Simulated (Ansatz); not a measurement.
K2S built on the antifluorite prototype, relaxed with r2SCAN: 7 runs in Ansatz, each a construction of maximally localised Wannier functions. Space group Fm-3m (No. 225), cubic; conventional cell a = 7.406 Å, 33.84 Å³ an atom. Around S lie 8 K at 3.21 Å; around K lie 4 S at 3.21 Å. The values are computed, spin-unpolarised, and not measurements.

```
S K
1.0
     0.00000    3.70276    3.70276
     3.70276    0.00000    3.70276
     3.70276    3.70276    0.00000
S K
1 2
Direct
  0.00000 0.00000 0.00000
  0.25000 0.25000 0.25000
  0.75000 0.75000 0.75000
```

Windows count from the top of the filled bands; a dash means that no such window was set (without an outer window there is no disentanglement). Rows marked drawn have settings drawn at random (some not listed).

| functional | SCF mesh | trial orbitals | functions | mesh | window (eV) | frozen (eV) | settings | Ω total (Å²) | Ω invariant (Å²) | largest spread (Å²) | least projectability | interpolation miss of the model's filled bands (eV, to the nearest computed level) |
| --- | --- | --- | --- | --- | --- | --- | --- | --- | --- | --- | --- | --- |
| PBE | 6×6×6 | S s, S p | 4 | 4×4×4 | – | – | chosen | 6.94 | 5.90 | 1.74 | 0.92 | 0.013 |
| PBE | 6×6×6 | S s, S p | 4 | 6×6×6 | – | – | chosen | 7.23 | 6.16 | 1.81 | 0.92 | 0.002 |
| PBE | 6×6×6 | S p | 3 | 4×4×4 | – | – | chosen | 6.50 | 6.46 | 2.17 | 0.92 | 0.013 |
| r2SCAN | 6×6×6 | S s, S p | 4 | 4×4×4 | – | – | chosen | 6.82 | 5.78 | 1.70 | 0.93 | 0.010 |
| r2SCAN | 6×6×6 | S p | 3 | 4×4×4 | – | – | chosen | 6.35 | 6.31 | 2.12 | 0.92 | 0.010 |
| HSE06 | 4×4×4 | S s, S p | 4 | 4×4×4 | – | – | chosen | 6.77 | 5.73 | 1.69 | 0.93 | – |

**Question.** Estimate from these rows what the further settings give.

| functional | SCF mesh | trial orbitals | functions | mesh | window (eV) | frozen (eV) | settings |
| --- | --- | --- | --- | --- | --- | --- | --- |
| PBE | 6×6×6 | S p (plain search) | 3 | 4×4×4 | – | – | drawn |

**Answer.**
```json
{"functional": "PBE", "SCF mesh": "6×6×6", "trial orbitals": "S p (plain search)", "functions": "3", "mesh": "4×4×4", "window (eV)": "–", "frozen (eV)": "–", "settings": "drawn", "Ω total (Å²)": "6.53", "Ω invariant (Å²)": "6.46", "largest spread (Å²)": "2.18", "least projectability": "0.92", "interpolation miss of the model's filled bands (eV, to the nearest computed level)": "0.013"}
```

For S s, S p with PBE the spread goes 6.94 Å² (4×4×4), 7.23 Å² (6×6×6): finite differences on a coarse mesh understate it.
